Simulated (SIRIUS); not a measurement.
Runs of SIRIUS 7.12.0 on FeO (Wuestite). Symmetry: Fm-3m, No. 225, cubic system. The conventional cell has a = 4.311 Å, b = 4.311 Å, c = 4.311 Å, α = 90.00°, β = 90.00°, γ = 90.00°. Fe (site symmetry m-3m) is surrounded by 6 O at 2.16 Å. Around O (site symmetry m-3m) lie 6 Fe at 2.16 Å. 

| task | level | spin | cutoff (eV) | smearing | muffin tin radii | basis cutoff (gk_cutoff) | cutoff of density and potential (pw_cutoff) | reference energy of the basis | smallest sphere radius times basis cutoff | gap on the mesh (eV) | moment (μB) |
| --- | --- | --- | --- | --- | --- | --- | --- | --- | --- | --- | --- |
| band structure | PBE | non-collinear, ferromagnetic start, SOC | 276 | fermi-dirac 0.05 eV | Fe 2.4, O 1.6 bohr | 4.5 1/bohr | 23 1/bohr | 0.29 Ha | 7.2 | - | 4.00 |
| single point | PBE | collinear, ferromagnetic start | 276 | fermi-dirac 0.3 eV | Fe 2.4, O 1.6 bohr | 4.5 1/bohr | 23 1/bohr | 0.28 Ha | 7.2 | none | (a) |
| single point | PBE | collinear, ferromagnetic start | 276 | fermi-dirac 0.03 eV | Fe 2.4, O 1.6 bohr | 4.5 1/bohr | 23 1/bohr | 0.28 Ha | 7.2 | none | 4.00 |
| single point | PBE | collinear, ferromagnetic start | 276 | fermi-dirac 0.01 eV | Fe 2.4, O 1.6 bohr | 4.5 1/bohr | 23 1/bohr | 0.28 Ha | 7.2 | none | 4.00 |
| single point | PBE | collinear, ferromagnetic start | 276 | fermi-dirac 0.2 eV | Fe 2.4, O 1.6 bohr | 4.5 1/bohr | 23 1/bohr | 0.28 Ha | 7.2 | none | 3.94 |
| single point | PBE | collinear, ferromagnetic start | 276 | fermi-dirac 0.1 eV | Fe 2.4, O 1.6 bohr | 4.5 1/bohr | 23 1/bohr | 0.28 Ha | 7.2 | none | 4.00 |
| single point | PBEsol | collinear, ferromagnetic start | 287 | fermi-dirac 0.05 eV | Fe 2.35, O 1.57 bohr | 4.59 1/bohr | 24 1/bohr | 0.29 Ha | 7.21 | none | 4.00 |

Alike in all rows: potentials or basis all-electron FP-LAPW, apw+lo standard; cell as given; k mesh 11 × 11 × 11.

Question: Fill in the values left out.

Answer: (a) 3.82.

Caveats: a cell with one magnetic atom can't hold antiferromagnetic order, which such compounds often take; semilocal functionals often make such compounds metallic where correlation or magnetic order opens a gap, which also shifts bond lengths; spin-orbit coupling enters by second variation, whose total energy isn't converged in the number of states and isn't listed, and the forces lack its term (some runs).

A k mesh can miss the band edges.

A gap of «none» marks a metal or a gap under the smearing width.

Not every run made on this cell is shown here.
